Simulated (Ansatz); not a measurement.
## Calculated electric field gradients for Hf3N4

The cell is an entry of the Crystallography Open Database (COD), ions relaxed with PBE at fixed cell.

```
Hf N
1.0
    -3.35050    3.35050    3.35050
     3.35050   -3.35050    3.35050
     3.35050    3.35050   -3.35050
Hf N
6 8
Cartesian
  2.5129 0.0000 1.6752
  1.6752 2.5129 0.0000
  0.8376 0.0000 5.0258
  5.0257 0.8376 0.0000
  0.0000 1.6752 2.5129
  0.0000 5.0257 0.8376
  0.4542 0.4542 0.4542
  -1.2210 1.2210 4.5715
  -0.4542 2.8963 0.4542
  4.5715 -1.2210 1.2210
  0.4542 -0.4542 2.8963
  2.1295 2.1295 2.1295
  2.8963 0.4542 -0.4542
  1.2210 4.5715 -1.2210
```

Sites (sets of like atoms) are named by element and the number of their first atom in this list.

Method: Kohn–Sham DFT in Ansatz, r2SCAN, plane waves and PAW, scalar-relativistic, 500 eV cutoff, Γ-centred 6×6×6 k-points, Fermi–Dirac smearing 0.02 eV.

C_Q = eQV_zz/h, which is 24.18 MHz for Q = 1 b and V_zz = 10²¹ V/m²; η = (V_xx − V_yy)/V_zz. Directions are in the Cartesian axes of the cell vectors above, for the atom listed; none is given where the gradient is under 0.02 or η is above 0.95.

Task: What field gradients does the calculation give at each kind of site?

Result: 

```csv
site,first atom,first shell,V_zz (10²¹ V/m²),η,"direction of V_zz (x, y, z)"
Hf,1,8 N at 2.21–2.44 Å,26.7,0.00,1.00 0.00 0.00
N,7,6 Hf at 2.21–2.44 Å,0.82,0.00,0.58 0.58 0.58
```

An axis of threefold or higher order runs through Hf and N, so V_zz lies along it and η is zero.

Without spin–orbit coupling the gradients at and beside Hf can be off by some per cent, at some sites by more.
